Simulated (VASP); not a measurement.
# Li (R-3m) in VASP: reference runs

Aim: a first look at Li with PBE, on the cell as given.

Program: VASP 6.6.1. These are calculated values, not measurements. Logs are shortened: lines on timing, memory, paths and dates and some standing lists are left out, and cuts for length are marked.

## 1. Starting point

The structure is trigonal, space group R-3m (No. 166). Conventional cell: a = 3.101 Å, b = 3.101 Å, c = 22.765 Å, α = 90.00°, β = 90.00°, γ = 120.00°. Li (site symmetry 3m) has 12 Li at 3.09 to 3.10 Å as nearest neighbours. Around Li (site symmetry -3m) lie 12 Li at 3.10 Å.

This isn't the form of Li at room conditions, which is bcc.

## 2. Single point, PBE

Input file INCAR:

```
SYSTEM = Li
ALGO = Normal ; EDIFF = 1E-7
ENCUT = 520 ; GGA = PE
ISIF = 2 ; ISMEAR = -1
LASPH = .TRUE. ; LCHARG = .TRUE.
LELF = .TRUE. ; LREAL = .FALSE.
LVHAR = .TRUE. ; LWAVE = .FALSE.
NBANDS = 12 ; NELM = 60
PREC = Accurate ; SIGMA = 0.05
```

Input file KPOINTS:

```
k-points
0
G
  10 10 10
  0 0 0
```

Input file POSCAR:

```
Li
1.0
    1.5505000000      0.8951815924      7.5883000000
   -1.5505000000      0.8951815924      7.5883000000
    0.0000000000     -1.7903631848      7.5883000000
Li
3
Direct
    0.7780000000      0.7780000000      0.7780000000
    0.2220000000      0.2220000000      0.2220000000
    0.0000000000      0.0000000000      0.0000000000
```

Potentials or basis: VASP PAW PBE potentials, release 64 (Li_sv).

Launch:

```
cat potpaw_PBE.64/Li_sv/POTCAR > POTCAR
mpirun -np 1 vasp_std > vasp.out
```

OUTCAR:

```text
SYSTEM = Li
   EDIFF = 1E-7
   ENCUT = 520
   GGA = PE
   ISIF = 2
   ISMEAR = -1
   LASPH = .TRUE.
   LREAL = .FALSE.
   NELM = 60
   PREC = Accurate

 ion  position               nearest neighbor table
   1  0.778  0.778  0.778-
   2  0.222  0.222  0.222-
   3  0.000  0.000  0.000-

  LATTYP: Found a trigonal (rhomboedric) cell.
 ALAT       =     7.7966465370
 COS(alpha) =     0.9209033946

  Lattice vectors:

 A1 = (   1.5505000000,   0.8951815924,   7.5883000000)
 A2 = (  -1.5505000000,   0.8951815924,   7.5883000000)
 A3 = (   0.0000000000,  -1.7903631848,   7.5883000000)

Analysis of symmetry for initial positions (statically):
=====================================================================
 Subroutine PRICEL returns:
 Original cell was already a primitive cell.

 Routine SETGRP: Setting up the symmetry group for a
 trigonal (rhombohedral) supercell.

 Subroutine GETGRP returns: Found 12 space group operations
 (whereof 12 operations were pure point group operations)
 out of a pool of 12 trial point group operations.

The static configuration has the point symmetry D_3d.

Analysis of symmetry for dynamics (positions and initial velocities):
=====================================================================
 Subroutine PRICEL returns:
 Original cell was already a primitive cell.

 Routine SETGRP: Setting up the symmetry group for a
 trigonal (rhombohedral) supercell.

 Subroutine GETGRP returns: Found 12 space group operations
 (whereof 12 operations were pure point group operations)
 out of a pool of 12 trial point group operations.

The dynamic configuration has the point symmetry D_3d.

 Subroutine INISYM returns: Found 12 space group operations
 (whereof 12 operations are pure point group operations),
 and found     1 'primitive' translations

----------------------------------------------------------------------------------------

                                     Primitive cell

  volume of cell :      63.1944

  direct lattice vectors                    reciprocal lattice vectors
     1.550500000  0.895181592  7.588300000     0.322476620  0.186181964  0.043927274
    -1.550500000  0.895181592  7.588300000    -0.322476620  0.186181964  0.043927274
     0.000000000 -1.790363185  7.588300000     0.000000000 -0.372363927  0.043927274

  length of vectors
     7.796646537  7.796646537  7.796646537     0.374945996  0.374945996  0.374945996

  position of ions in fractional coordinates (direct lattice)
     0.778000000  0.778000000  0.778000000
     0.222000000  0.222000000  0.222000000
     0.000000000  0.000000000  0.000000000

  ion indices of the primitive-cell ions
   primitive index   ion index
                 1           1
                 2           2
                 3           3

----------------------------------------------------------------------------------------

 KPOINTS: k-points

Automatic generation of k-mesh.
 Grid dimensions read from file:
 generate k-points for:   10   10   10

 Generating k-lattice:

  Cartesian coordinates                     Fractional coordinates (reciprocal lattice)
     0.032247662  0.018618196  0.004392727     0.100000000  0.000000000  0.000000000
    -0.032247662  0.018618196  0.004392727     0.000000000  0.100000000  0.000000000
     0.000000000 -0.037236393  0.004392727     0.000000000  0.000000000  0.100000000

  Length of vectors
     0.037494600  0.037494600  0.037494600

  Shift w.r.t. Gamma in fractional coordinates (k-lattice)
     0.000000000  0.000000000  0.000000000

 Subroutine IBZKPT returns following result:
 ===========================================

 Found    116 irreducible k-points:

 Following reciprocal coordinates:
            Coordinates               Weight
  0.000000  0.000000  0.000000      1.000000
  0.100000 -0.000000  0.000000      6.000000
  0.200000 -0.000000  0.000000      6.000000
  0.300000  0.000000  0.000000      6.000000
  0.400000 -0.000000  0.000000      6.000000
  0.500000  0.000000  0.000000      3.000000
[... 16 lines left out ...]
  0.300000  0.300000  0.000000      6.000000
  0.400000  0.300000  0.000000     12.000000
 [... further k-points ...]
   k-points           NKPTS =    116   k-points in BZ     NKDIM =    116   number of bands    NBANDS=     12
   number of dos      NEDOS =    301   number of ions     NIONS =      3
   total plane-waves  NPLWV = 216000
   dimension x,y,z NGX =    60 NGY =   60 NGZ =   60
   dimension x,y,z NGXF=   120 NGYF=  120 NGZF=  120
   ions per type =               3
   NGX,Y,Z   is equivalent  to a cutoff of  12.79, 12.79, 12.79 a.u.
   NGXF,Y,Z  is equivalent  to a cutoff of  25.59, 25.59, 25.59 a.u.
 SYSTEM =  Li
   PREC   = accura    normal or accurate (medium, high low for compatibility)
   ISTART =      0    job   : 0-new  1-cont  2-samecut
   ICHARG =      2    charge: 1-file 2-atom 10-const
   ISPIN  =      1    spin polarized calculation?
   LNONCOLLINEAR =      F non collinear calculations
   LSORBIT =      F    spin-orbit coupling
   LASPH  =      T    aspherical Exc in radial PAW
   ENCUT  =  520.0 eV  38.22 Ry    6.18 a.u.  14.50 14.50 14.50*2*pi/ulx,y,z
   NELM   =     60;   NELMIN=  2; NELMDL= -5     # of ELM steps
   EDIFF  = 0.1E-06   stopping-criterion for ELM
   LREAL  =      F    real-space projection
   EDIFFG = 0.1E-05   stopping-criterion for IOM
   NSW    =      0    number of steps for IOM
   IBRION =     -1    ionic relax: 0-MD 1-quasi-New 2-CG
   NFREE  =      0    steps in history (QN), initial steepest desc. (CG)
   ISIF   =      2    stress and relaxation
   ISYM   =      2    0-nonsym 1-usesym 2-fastsym
   POTIM  = 0.5000    time-step for ionic-motion
   TEBEG  =    0.0;   TEEND  =   0.0 temperature during run
   PSTRESS=    0.0 pullay stress
   NELECT =       9.0000    total number of electrons
   NUPDOWN=      -1.0000    fix difference up-down
   EMIN   =  10.00;   EMAX   =-10.00  energy-range for DOS
   EFERMI =   0.00;   METHOD = LEGACY
   ISMEAR =    -1;   SIGMA  =   0.05  broadening in eV -4-tet -1-fermi 0-gaus
   EFERMI_NEDOS =   21; number of points for ismear=-14 and -15
   IALGO  =     38    algorithm
   IMIX   =      4    mixing-type and parameters
     AMIX     =   0.40;   BMIX     =  1.00
     AMIX_MAG =   1.60;   BMIX_MAG =  1.00
  volume/ion in A,a.u.               =      21.06       142.15
  Fermi-wavevector in a.u.,A,eV,Ry     =   0.854928  1.615579  9.944520  0.730902
  Thomas-Fermi vector in A             =   1.971599
   LORBIT       =      0    0 simple, 1 ext, 2 COOP (PROOUT), +10 PAW based schemes
   GGA     = PE    functional components
[... 5 lines left out ...]
 non-spin polarized calculation
  energy-cutoff  :      520.00
  volume of cell :       63.19
 maximum number of plane-waves:      1718
 NGX is ok and might be reduce to    60
   NGX = 29   NGY = 29   NGZ = 29

 number of electron       9.0000011 magnetization

 Free energy of the ion-electron system (eV)
  ---------------------------------------------------
  ext. energy  EPLUGINS =         0.00000000
  ---------------------------------------------------
  free energy    TOTEN  =        -5.72175091 eV

  energy without entropy =       -5.70946875  energy(sigma->0) =       -5.71560983

 E-fermi :   0.4789     XC(G=0):  -6.9513

 val. band max:        0.4654945099   @ k =   0.5000   0.0000   0.0000
 cond. band min:       0.4795965405   @ k =  -0.4000   0.1000   0.1000
 fundamental gap:      0.0141020306
 Fermi energy:         0.4789429857

 k-point     1 :       0.0000    0.0000    0.0000
  band No.  band energies     occupation
      1     -46.0772      2.00000
      2     -46.0648      2.00000
      3     -46.0599      2.00000
      4      -2.9907      2.00000
      5      -1.0558      2.00000
      6      -1.0553      2.00000
      7       6.0439      0.00000
      8       6.0701      0.00000
      9      12.9805      0.00000
     10      12.9805      0.00000
     11      13.1157      0.00000
     12      13.1157      0.00000

 k-point     2 :       0.1000   -0.0000    0.0000
  band No.  band energies     occupation
      1     -46.0761      2.00000
      2     -46.0639      2.00000
      3     -46.0591      2.00000
      4      -2.8320      2.00000
      5      -1.0127      2.00000
      6      -0.7619      2.00000
      7       5.8714      0.00000
      8       6.4308      0.00000
      9      11.3495      0.00000
     10      11.9990      0.00000
     11      12.1789      0.00000
     12      12.4759      0.00000

 k-point     3 :       0.2000   -0.0000    0.0000
  band No.  band energies     occupation
      1     -46.0729      2.00000
      2     -46.0616      2.00000
      3     -46.0570      2.00000
      4      -2.3551      2.00000
      5      -0.6445      2.00000
      6      -0.1311      1.99999
      7       5.7772      0.00000
      8       6.9311      0.00000
      9       8.9542      0.00000
     10       9.9005      0.00000
     11      10.8315      0.00000
     12      11.2691      0.00000

 k-point     4 :       0.3000    0.0000    0.0000
  band No.  band energies     occupation
      1     -46.0689      2.00000
      2     -46.0585      2.00000
      3     -46.0546      2.00000
      4      -1.5630      2.00000
      5       0.0225      1.99978
      6       0.8018      0.00313
      7       5.1432      0.00000
      8       6.5278      0.00000
      9       7.8132      0.00000
     10       8.3200      0.00000
     11       9.4976      0.00000
     12       9.9575      0.00000

 k-point     5 :       0.4000   -0.0000    0.0000
  band No.  band energies     occupation
      1     -46.0657      2.00000
      2     -46.0559      2.00000
      3     -46.0529      2.00000
      4      -0.4859      2.00000
      5       0.8939      0.00050
      6       1.7171      0.00000
      7       3.8686      0.00000
      8       5.0093      0.00000
      9       6.5095      0.00000
     10       8.0461      0.00000
     11       9.4512      0.00000
     12       9.6089      0.00000
[... 228 lines left out ...]
      1     -46.0644      2.00000
      2     -46.0547      2.00000
      3     -46.0524      2.00000
      4      -0.0089      1.99988
      5       1.7142      0.00000
      6       1.9003      0.00000
      7       4.1778      0.00000
      8       4.7040      0.00000
      9       5.7987      0.00000
     10       6.7392      0.00000
     11       7.5286      0.00000
     12       9.0706      0.00000

 k-point    22 :      -0.2000    0.2000    0.0000
  band No.  band energies     occupation
      1     -46.0671      2.00000
      2     -46.0570      2.00000
      3     -46.0536      2.00000
      4      -1.1031      2.00000
      5       0.8672      0.00085
      6       0.8679      0.00084
      7       5.9392      0.00000
      8       6.1219      0.00000
      9       6.6761      0.00000
     10       6.6933      0.00000
     11       8.1644      0.00000
     12       9.6512      0.00000

 k-point    23 :       0.3000    0.3000    0.0000
  band No.  band energies     occupation
      1     -46.0688      2.00000
      2     -46.0590      2.00000
      3     -46.0543      2.00000
      4      -1.4996      2.00000
      5      -0.3232      2.00000
      6       1.2351      0.00000
      7       4.9671      0.00000
      8       6.2092      0.00000
      9       7.2423      0.00000
     10       9.4820      0.00000
     11       9.5477      0.00000
     12      10.4860      0.00000

 k-point    24 :       0.4000    0.3000    0.0000
  band No.  band energies     occupation
      1     -46.0666      2.00000
      2     -46.0571      2.00000
      3     -46.0531      2.00000
      4      -0.8441      2.00000
      5       0.1733      1.99558
      6       1.9597      0.00000
      7       4.6257      0.00000
      8       5.3717      0.00000
      9       6.5126      0.00000
     10       8.0085      0.00000
     11       9.1758      0.00000
     12       9.5476      0.00000

 [... further k-points ...]
[... 5 lines left out ...]
  --------------------------------------------------------------------------------------
  -------------------------------------------------------------------------------------
  Total       -0.1778314     -0.1778314     -0.3335506      0.0000000     -0.0000000      0.0000000
  in kB       -4.5085873     -4.5085873     -8.4565586      0.0000000     -0.0000000      0.0000000
  external PRESSURE =      -5.8245778 kB  Pullay stress =       0.0000000 kB

 VOLUME and BASIS-vectors are now :
 -----------------------------------------------------------------------------
  energy-cutoff  :      520.00
  volume of cell :       63.19
      direct lattice vectors                 reciprocal lattice vectors
     1.550500000  0.895181592  7.588300000     0.322476620  0.186181964  0.043927274
    -1.550500000  0.895181592  7.588300000    -0.322476620  0.186181964  0.043927274
     0.000000000 -1.790363185  7.588300000     0.000000000 -0.372363927  0.043927274

 POSITION                                       TOTAL-FORCE (eV/Angst)
 -----------------------------------------------------------------------------------
      0.00000      0.00000     17.71109         0.000000      0.000000     -0.008786
      0.00000      0.00000      5.05381         0.000000     -0.000000      0.008786
      0.00000      0.00000      0.00000         0.000000      0.000000     -0.000000
 -----------------------------------------------------------------------------------
    total drift:                               -0.000000     -0.000000      0.000000

  FREE ENERGIE OF THE ION-ELECTRON SYSTEM (eV)
  ---------------------------------------------------
  free  energy   TOTEN  =        -5.7217509072 eV

  energy  without entropy=       -5.7094687521  energy(sigma->0) =       -5.71560983
```

Run time: 5.9 min. Hardware: 1 thread of Intel Xeon Platinum 8488C (Sapphire Rapids), shared host; peak memory 0.47 GiB.

What came out:

| Quantity | Value |
| --- | --- |
| Free energy | -5.7218 eV |
| Largest force | 0.009 eV/Å |
| Band gap on the k mesh | none (metal or under the smearing width) |

Forces in eV/Å, atoms in the order of the input:
```
Li   0.000  0.000 -0.009
Li   0.000  0.000  0.009
Li   0.000  0.000  0.000
```

Caveat: the cutoff is under 1.25 times the usual one of these potentials, so pressure, stress and relaxed cells hold a basis-set (Pulay) error.
